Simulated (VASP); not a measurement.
# CFH3 in VASP: settings compared

The runs below take CFH3 through atomic charges, electron localisation function, relaxation of the atoms, with PBE+TS, PBE, r2SCAN.

All numbers are computed with VASP 6.6.1; they aren't measurements. Logs are shortened: lines on timing, memory, paths and dates and some standing lists are left out, and cuts for length are marked.

### Step 1. The structure

The cell holds a molecule in a box, 5 atoms: a = 12.000 Å, b = 11.000 Å, c = 11.000 Å, α = 90.00°, β = 90.00°, γ = 90.00°.

### Step 2. Atomic charges, PBE+TS

Input file INCAR:

```
PREC = Accurate
ENCUT = 520
EDIFF = 1E-6
ISMEAR = 0
SIGMA = 0.01
LREAL = False
LASPH = True
NELM = 80
ALGO = Fast
ISIF = 2
LWAVE = False
LCHARG = False
GGA = PE
IVDW = 2
LORBIT = 11
```

Input file KPOINTS:

```
Automatic mesh
0
Gamma
  1 1 1
```

Input file POSCAR:

```
H3CF
1.0
   12.0000000000      0.0000000000      0.0000000000
    0.0000000000     11.0000000000      0.0000000000
    0.0000000000      0.0000000000     11.0000000000
C F H
1 1 3
Direct
    0.4895500000      0.5010136400      0.4938590900
    0.5849500000      0.4334318200      0.4778227300
    0.4172166700      0.4410318200      0.4878772700
    0.4850416700      0.5703863600      0.4229681800
    0.4921250000      0.5442500000      0.5832136400
```

Potentials or basis: VASP PAW PBE potentials, release 64 (C, F, H).

Command:

```sh
> cat potpaw_PBE.64/C/POTCAR potpaw_PBE.64/F/POTCAR potpaw_PBE.64/H/POTCAR > POTCAR
> mpirun -np 1 vasp_gam > vasp.out
```

OUTCAR:

```text
PREC = Accurate
   ENCUT = 520
   EDIFF = 1E-6
   ISMEAR = 0
   LREAL = False
   LASPH = True
   NELM = 80
   ISIF = 2
   GGA = PE
   IVDW = 2
   LORBIT = 11
  IVDW =   2

 ion  position               nearest neighbor table
   1  0.490  0.501  0.494-   3 1.09   5 1.09   4 1.09   2 1.38
   2  0.585  0.433  0.478-   1 1.38
   3  0.417  0.441  0.488-   1 1.09
   4  0.485  0.570  0.423-   1 1.09
   5  0.492  0.544  0.583-   1 1.09

  LATTYP: Found a simple tetragonal cell.
 ALAT       =    11.0000000000
 C/A-ratio  =     1.0909090909

  Lattice vectors:

 A1 = (   0.0000000000,  11.0000000000,   0.0000000000)
 A2 = (   0.0000000000,   0.0000000000,  11.0000000000)
 A3 = (  12.0000000000,   0.0000000000,   0.0000000000)

Analysis of symmetry for initial positions (statically):
=====================================================================
 Subroutine PRICEL returns:
 Original cell was already a primitive cell.

 Routine SETGRP: Setting up the symmetry group for a
 simple tetragonal supercell.

 Subroutine GETGRP returns: Found  1 space group operations
 (whereof  1 operations were pure point group operations)
 out of a pool of 16 trial point group operations.

The static configuration has the point symmetry C_1 .

Analysis of symmetry for dynamics (positions and initial velocities):
=====================================================================
 Subroutine PRICEL returns:
 Original cell was already a primitive cell.

 Routine SETGRP: Setting up the symmetry group for a
 simple tetragonal supercell.

 Subroutine GETGRP returns: Found  1 space group operations
 (whereof  1 operations were pure point group operations)
 out of a pool of 16 trial point group operations.

The dynamic configuration has the point symmetry C_1 .

 Subroutine INISYM returns: Found  1 space group operations
 (whereof  1 operations are pure point group operations),
 and found     1 'primitive' translations

----------------------------------------------------------------------------------------

                                     Primitive cell

  volume of cell :    1452.0000

  direct lattice vectors                    reciprocal lattice vectors
    12.000000000  0.000000000  0.000000000     0.083333333  0.000000000  0.000000000
     0.000000000 11.000000000  0.000000000     0.000000000  0.090909091  0.000000000
     0.000000000  0.000000000 11.000000000     0.000000000  0.000000000  0.090909091

  length of vectors
    12.000000000 11.000000000 11.000000000     0.083333333  0.090909091  0.090909091

  position of ions in fractional coordinates (direct lattice)
     0.489550000  0.501013640  0.493859090
[... 85 lines left out ...]
   GGA     = PE    functional components
   LHFCALC =     F    Hartree Fock is set to
   AEXX    =    0.0000 exact exchange contribution
   IVDW    =     2    specifies the selected vdW correction
   LEPSILON=     F    determine dielectric tensor
   LRPA    =     F    only Hartree local field effects (RPA)
 non-spin polarized calculation
 RMM-DIIS sequential band-by-band and
 Gauss-broadening in eV      SIGMA  =   0.01
  energy-cutoff  :      520.00
  volume of cell :     1452.00
 maximum number of plane-waves:     19579
 NGX is ok and might be reduce to    90
   NGX = 45   NGY = 41   NGZ = 41

 number of electron      14.0000000 magnetization

 Free energy of the ion-electron system (eV)
  ---------------------------------------------------
  ext. energy  EPLUGINS =         0.00000000
  ---------------------------------------------------
  free energy    TOTEN  =       -23.94798765 eV

  energy without entropy =      -23.94798765  energy(sigma->0) =      -23.94798765

 E-fermi :  -7.8707     XC(G=0):  -0.5336

 val. band max:       -7.9188135867   @ k =   0.0000   0.0000   0.0000
 cond. band min:      -0.4544740485   @ k =   0.0000   0.0000   0.0000
 fundamental gap:      7.4643395382
 Fermi energy:        -7.8707146829

 k-point     1 :       0.0000    0.0000    0.0000
  band No.  band energies     occupation
      1     -29.8209      2.00000
      2     -17.1549      2.00000
      3     -11.9054      2.00000
      4     -11.5715      2.00000
      5     -11.5710      2.00000
      6      -7.9191      2.00000
      7      -7.9188      2.00000
      8      -0.4545      0.00000
      9       0.2122      0.00000
     10       0.7403      0.00000
     11       0.7824      0.00000

------------------------ aborting loop because EDIFF is reached ----------------------------------------

  Hirshfeld charges:
            ion         q(e)
   ------------------------------
      1     C       -0.01733704
      2     F       -0.12313576
      3     H        0.04678053
      4     H        0.04684391
      5     H        0.04684836

  Tkatchenko/Scheffler method for vdW energy calculation

  Number of pair interactions contributing to vdW energy:    5375

  Edisp (eV):   -0.00100

  FORCE on cell =-STRESS in cart. coord.  units (eV):
  Direction    XX          YY          ZZ          XY          YZ          ZX
  --------------------------------------------------------------------------------------
  -------------------------------------------------------------------------------------
  Total       1.06193     0.59824     0.27851    -0.52526     0.08240    -0.12530
  in kB       1.17176     0.66011     0.30732    -0.57959     0.09092    -0.13826
  external pressure =        0.71 kB  Pullay stress =        0.00 kB

 VOLUME and BASIS-vectors are now :
 -----------------------------------------------------------------------------
  energy-cutoff  :      520.00
  volume of cell :     1452.00
      direct lattice vectors                 reciprocal lattice vectors
    12.000000000  0.000000000  0.000000000     0.083333333  0.000000000  0.000000000
     0.000000000 11.000000000  0.000000000     0.000000000  0.090909091  0.000000000
     0.000000000  0.000000000 11.000000000     0.000000000  0.000000000  0.090909091

 POSITION                                       TOTAL-FORCE (eV/Angst)
 -----------------------------------------------------------------------------------
      5.87460      5.51115      5.43245        -0.608655      0.398910      0.093072
      7.01940      4.76775      5.25605         0.857395     -0.557440     -0.131377
      5.00660      4.85135      5.36665        -0.211196     -0.137198     -0.012225
      5.82050      6.27425      4.65265        -0.027896      0.179388     -0.169779
      5.90550      5.98675      6.41535        -0.009649      0.116340      0.220308
 -----------------------------------------------------------------------------------
    total drift:                                0.001240     -0.000698      0.001026

  FREE ENERGIE OF THE ION-ELECTRON SYSTEM (eV)
  ---------------------------------------------------
  free  energy   TOTEN  =       -23.9489888658 eV

  energy  without entropy=      -23.9489888658  energy(sigma->0) =      -23.94898887

 total charge

# of ion       s       p       d       tot
------------------------------------------
    1        0.838   1.724   0.000   2.562
    2        1.743   4.375   0.000   6.118
    3        0.657   0.045   0.000   0.702
    4        0.657   0.045   0.000   0.702
    5        0.657   0.045   0.000   0.702
--------------------------------------------------
tot          4.551   6.234   0.000  10.785
```

OSZICAR:

```text
N       E                     dE             d eps       ncg     rms          rms(c)
DAV:   1     0.807603617628E+02    0.80760E+02   -0.40456E+03    38   0.694E+02
DAV:   2     0.161138007555E+01   -0.79149E+02   -0.78933E+02    30   0.179E+02
DAV:   3    -0.242205845302E+02   -0.25832E+02   -0.25802E+02    44   0.626E+01
[... 15 lines left out ...]
RMM:  19    -0.239479724823E+02   -0.51285E-04   -0.17220E-06    23   0.975E-03    0.275E-03
RMM:  20    -0.239479807089E+02   -0.82266E-05   -0.89880E-07    23   0.585E-03    0.119E-03
RMM:  21    -0.239479858272E+02   -0.51183E-05   -0.43656E-07    23   0.454E-03    0.377E-04
RMM:  22    -0.239479869847E+02   -0.11576E-05   -0.10262E-07    21   0.238E-03    0.381E-04
RMM:  23    -0.239479876527E+02   -0.66793E-06   -0.13053E-08    17   0.142E-03
   1 F= -.23948989E+02 E0= -.23948989E+02  d E =-.880254E-12
```

stdout:

```text
POSCAR found type information on POSCAR C F H
 POSCAR found :  3 types and       5 ions
 scaLAPACK will be used
 LDA part: xc-table for (Slater+PW92), standard interpolation
 POSCAR, INCAR and KPOINTS ok, starting setup
 FFT: planning ... GRIDC
 FFT: planning ... GRID_SOFT
 FFT: planning ... GRID
 WAVECAR not read
 entering main loop
 augmentation electrons   14.0011285469148
 total        electrons   14.0011285469148
 augmentation electrons   4.02236307461950
 total        electrons   4.02236307461950
 augmentation electrons   1.43726820731694
 soft         electrons   12.5638603851621
 total        electrons   14.0011285924790
 translations:           1           1           1
```

Run time: 70 s. Hardware: 1 thread of Intel Xeon 6975P-C (Granite Rapids), shared host; peak memory 1.1 GiB.

What came out:

```
Free energy                                           : -23.9490 eV
Largest force                                         : 1.031 eV/Å
Gap between the frontier levels                       : 7.46 eV
Valence electrons inside the program's atomic spheres : C 2.56; F 6.12; H 0.70
Hirshfeld charges                                     : C -0.02; F -0.12; H +0.05 e
Dispersion energy per atom                            : 0.000 eV
```

Forces on the atoms (eV/Å):
```
C   -0.609  0.399  0.093
F    0.857 -0.557 -0.131
H   -0.211 -0.137 -0.012
H   -0.028  0.179 -0.170
H   -0.010  0.116  0.220
```

Levels at points of the mesh, in eV from the valence-band top:
| k point | band 3 | band 4 | band 5 | band 6 | band 7 | band 8 | band 9 | band 10 | band 11 |
| --- | --- | --- | --- | --- | --- | --- | --- | --- | --- |
| (0.00, 0.00, 0.00) | -3.99 | -3.65 | -3.65 | 0.00 | 0.00 | 7.46 | 8.13 | 8.66 | 8.70 |

### Step 3. Electron localisation function, PBE

Input file INCAR:

```
SYSTEM = H3CF
  PREC = Accurate
  ENCUT = 520
  EDIFF = 1E-6
  ISMEAR = 0
  SIGMA = 0.01
  LREAL = .FALSE.
  LASPH = .TRUE.
  NELM = 60
  ALGO = Normal
  ISIF = 2
  LWAVE = .FALSE.
  LCHARG = .TRUE.
  GGA = PE
  LELF = .TRUE.
```

Input file KPOINTS:

```
regular mesh
0
G
  1 1 1
  0 0 0
```

POSCAR is that of step 2.

Potentials or basis: VASP PAW PBE potentials, release 64 (C, F, H).

Command:

```sh
> cat potpaw_PBE.64/C/POTCAR potpaw_PBE.64/F/POTCAR potpaw_PBE.64/H/POTCAR > POTCAR
> mpirun -np 1 vasp_gam > vasp.out
```

Run time: 68 s. Hardware: 1 thread of Intel Xeon 6975P-C (Granite Rapids), shared host; peak memory 1 GiB.

The run converged. Its results:

```
Free energy                     : -23.9480 eV
Largest force                   : 1.030 eV/Å
Gap between the frontier levels : 7.46 eV
```

Forces in eV/Å, atoms in the order of the input:
```
C   -0.609  0.399  0.093
F    0.856 -0.557 -0.131
H   -0.210 -0.137 -0.012
H   -0.028  0.179 -0.169
H   -0.010  0.116  0.219
```

Levels at points of the mesh, in eV from the valence-band top:
```csv
k point,band 5,band 6,band 7,band 8,band 9,band 10
"(0.00, 0.00, 0.00)",-3.65,0.00,0.00,7.46,8.13,8.57
```

### Step 4. Relaxation of the atoms, r2SCAN

Input file INCAR:

```
ALGO = Normal
EDIFF = 1E-7
EDIFFG = -0.005
ENCUT = 900
IBRION = 2
ISIF = 2
ISMEAR = 0
LASPH = True
LCHARG = False
LMIXTAU = True
LREAL = False
LWAVE = False
METAGGA = R2SCAN
NELM = 100
NSW = 60
PREC = Accurate
SIGMA = 0.01
```

Input file KPOINTS:

```
k-points
0
Gamma
  1 1 1
```

Input file POSCAR:

```
H3CF
1.0
   12.0000000000      0.0000000000      0.0000000000
    0.0000000000     11.0000000000      0.0000000000
    0.0000000000      0.0000000000     11.0000000000
C F H
1 1 3
Cartesian
    5.8746000000      5.5111500400      5.4324499900
    7.0194000000      4.7677500200      5.2560500300
    5.0066000400      4.8513500200      5.3666499700
    5.8205000400      6.2742499600      4.6526499800
    5.9055000000      5.9867500000      6.4153500400
```

Potentials or basis: VASP PAW PBE potentials, release 64 (C_h, F_h, H_h).

Command:

```sh
> cat potpaw_PBE.64/C_h/POTCAR potpaw_PBE.64/F_h/POTCAR potpaw_PBE.64/H_h/POTCAR > POTCAR
> mpirun -np 1 vasp_gam > vasp.out
```

Wall time 46 min (1 thread of Intel Xeon 6975P-C (Granite Rapids), shared host); peak memory 2.7 GiB.

It converged, with:

```yaml
Free_energy: -26.2932 eV
Energy_gained_by_relaxing: 0.5 meV/atom
Ionic_steps: 9
Largest_force_after_relaxing: 0.004 eV/Å
Gap_between_the_frontier_levels: 8.35 eV
```

Forces in eV/Å, atoms in the order of the input:
```
C    0.002 -0.001  0.000
F    0.001  0.002 -0.003
H    0.000 -0.001  0.001
H   -0.003  0.001  0.001
H    0.000 -0.001  0.001
```

The path:
```tsv
step	energy change (eV)	largest force (eV/Å)	pressure (GPa)
1	0.0000	0.4435	-0.01
2	0.0092	0.9125	-0.03
3	-0.0024	0.0270	-0.01
4	-0.0024	0.0257	-0.01
5	-0.0025	0.0153	-0.02
6	-0.0025	0.0132	-0.02
7	-0.0025	0.0133	-0.02
8	-0.0025	0.0102	-0.02
9	-0.0025	0.0039	-0.02
```

Final structure:
```xyz
5
Lattice="12.0000 0.0000 0.0000 0.0000 11.0000 0.0000 0.0000 0.0000 11.0000" Properties=species:S:1:pos:R:3 pbc="T T T"
C     5.8688    5.5149    5.4334
F     7.0239    4.7653    5.2547
H     5.0068    4.8505    5.3667
H     5.8209    6.2741    4.6525
H     5.9061    5.9864    6.4158
```

Levels at points of the mesh, in eV from the valence-band top:
| k point | band 4 | band 5 | band 6 | band 7 | band 8 | band 9 | band 10 | band 11 |
| --- | --- | --- | --- | --- | --- | --- | --- | --- |
| (0.00, 0.00, 0.00) | -3.67 | -3.67 | 0.00 | 0.00 | 8.35 | 9.11 | 9.34 | 9.56 |

Caveat: the cutoff is under 1.25 times the usual one of these potentials, so pressure, stress and relaxed cells hold a basis-set (Pulay) error; the PAW data sets were made with another functional, which shifts forces and pressure a little. r2SCAN opens gaps a little over a GGA but as a rule still falls short of measured ones.

### Step 5. Overview

```tsv
task	level	potentials or basis	cell	cutoff (eV)	gap on the mesh (eV)	largest force (eV/Å)
atomic charges	PBE+TS	VASP PAW PBE potentials, release 64 (C, F, H)	as given	520	7.46	1.03
electron localisation function	PBE	VASP PAW PBE potentials, release 64 (C, F, H)	as given	520	7.46	1.03
relaxation of the atoms	r2SCAN	VASP PAW PBE potentials, release 64 (C_h, F_h, H_h)	atoms relaxed	900	8.35	-
```

Alike in all rows: no spin polarisation; k mesh 1 × 1 × 1; smearing gaussian 0.01 eV.

Caveats: the cutoff is under 1.25 times the usual one of these potentials, so pressure, stress and relaxed cells hold a basis-set (Pulay) error (some runs); the PAW data sets were made with another functional, which shifts forces and pressure a little (some runs).

Total energies depend on the potentials used, so only differences within one code and one set of settings carry meaning.
